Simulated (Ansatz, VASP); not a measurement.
**One calculation of RbBr, two programs**

File POSCAR:

```
RbBr
1.0
    4.1242532581      0.0000000000      0.0000000000
    0.0000000000      4.1242532581      0.0000000000
    0.0000000000      0.0000000000      4.1242532581
Rb Br
1 1
Direct
    0.0000000000      0.0000000000      0.0000000000
    0.5000000000      0.5000000000      0.5000000000
```

The input INCAR.step1:

```
PREC     = Accurate       # precision mode
ENCUT    = 520            # plane-wave cutoff, eV
ISMEAR   = 0              # smearing method
SIGMA    = 0.01           # smearing width, eV
LREAL    = False          # projectors in reciprocal space
LASPH    = True           # aspherical terms in the spheres
NELM     = 80             # most SCF steps
NBANDS   = 15             # bands
GGA      = PE             # functional
ALGO     = Normal         # electronic algorithm
EDIFF    = 1E-4           # SCF threshold, eV
LWAVE    = True           # write WAVECAR
LCHARG   = False          # write CHGCAR
```

Contents of INCAR.step2:

```
PREC     = Accurate       # precision mode
ENCUT    = 520            # plane-wave cutoff, eV
EDIFF    = 1E-6           # SCF threshold, eV
ISMEAR   = 0              # smearing method
SIGMA    = 0.01           # smearing width, eV
LREAL    = False          # projectors in reciprocal space
LASPH    = True           # aspherical terms in the spheres
NELM     = 80             # most SCF steps
ALGO     = Normal         # electronic algorithm
ISIF     = 2              # what is computed and relaxed
LWAVE    = False          # write WAVECAR
LCHARG   = True           # write CHGCAR
METAGGA  = R2SCAN         # meta-GGA
LMIXTAU  = True         
LELF     = True           # ELF
LVHAR    = True         
NBANDS   = 15             # bands
ISTART   = 1
```

Contents of KPOINTS:

```
regular mesh
0
Gamma
  6 6 6
```

Input for Ansatz:

```yaml
crystal:
  lattice:
    - [4.1242532581, 0.0, 0.0]
    - [0.0, 4.1242532581, 0.0]
    - [0.0, 0.0, 4.1242532581]
  atoms:
    - { symbol: Rb, position: [0.0, 0.0, 0.0] }
    - { symbol: Br, position: [0.5, 0.5, 0.5] }
kpoints:
  mp_grid: { grid: [6, 6, 6] }
  band_path:
    path:
      - [0.0, 0.0, 0.0]
      - [0.0, 0.5, 0.0]
      - [0.5, 0.5, 0.0]
      - [0.5, 0.5, 0.5]
      - [0.0, 0.5, 0.5]
    npoints: 1
hamiltonian:
  xc: r2scan
scf:
  occupations: { method: fixed }
  n_extra_bands: 4
output:
  forces: true
  stress: true
  eigenvalues: true
```

The cell comes from a database or a generator and needn't be the stable form of this composition.

Alike in both runs: task single point; functional r2SCAN; k mesh 6 × 6 × 6; no spin polarisation.

```csv
,VASP,Ansatz
version,VASP 6.6.1,Ansatz 0.2.0
potentials or method,"VASP PAW PBE potentials, release 64 (Rb_sv, Br)","plane waves, PAW"
plane-wave cutoff (eV),520,500
occupations,"gaussian, width 0.01 eV",fixed
valence electrons in the cell,16,16
```

|  | VASP | Ansatz | Ansatz less VASP |
| --- | --- | --- | --- |
| gap on the k mesh at the Fermi level (eV) | 4.84 | 4.83 | -0.003 |
| pressure (GPa) | 0.1 | 0.0 | -0.02 |

Caveats: the PAW data sets were made with another functional, which shifts forces and pressure a little (VASP). A k mesh can miss the band edges. r2SCAN opens gaps a little over a GGA but as a rule still falls short of measured ones.
